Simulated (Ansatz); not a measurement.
Ga under changes of volume

One of the cells (17.718 Å³/atom); the others are scaled copies at fixed shape and fractional positions:

```
CELL_PARAMETERS angstrom
-1.38440 1.38440 2.31122
1.38440 -1.38440 2.31122
1.38440 1.38440 -2.31122
ATOMIC_POSITIONS crystal
Ga 0.00000 0.00000 0.00000
```

This isn't the form of Ga at room conditions, which is orthorhombic.

```yaml
Program: Ansatz 0.2.0
Functional: HSE06
Potentials_or_basis: Ansatz PAW
Cutoff: "420 eV (not typed: the program's choice for these potentials)"
k_mesh: 8 × 8 × 8
Occupations: fermi-dirac, width 0.05 eV
Spin: no spin polarisation
```

| volume (Å³/atom) | energy over the lowest point (meV/atom) | pressure (GPa) |
| --- | --- | --- |
| 16.655 | 36.46 | 7.3 |
| 17.010 | ? | ? |
| 17.364 | 11.99 | 3.9 |
| 17.718 | 5.08 | 2.4 |
| 18.073 | 1.19 | 1.1 |
| 18.427 | 0.00 | 0.0 |
| 18.781 | 1.19 | -1.1 |

**Question.** What does the run at 17.010 Å³/atom give?

**Answer.** Energy over the lowest point 22.35 meV/atom; pressure 5.5 GPa.

Worked out: A Birch-Murnaghan fit of order 3 (a polynomial in V^(-2/3)) to the other rows has its minimum at 18.42 Å³/atom with B0 = V·E''(V) = 56 GPa and B' = 5.1 at fixed shape and positions, which overstates the stiffness. It gives 22.29 meV/atom at 17.010 Å³/atom, against the run's 22.35, and -dE/dV = 5.5 GPa, against 5.5.

Energies are extrapolated to zero smearing.

Caveats: all runs use coarse meshes; the PAW data sets come from PBE, with cores solved anew for the run's functional, which leaves a small shift of forces and pressure; the thresholds are loose for stress.
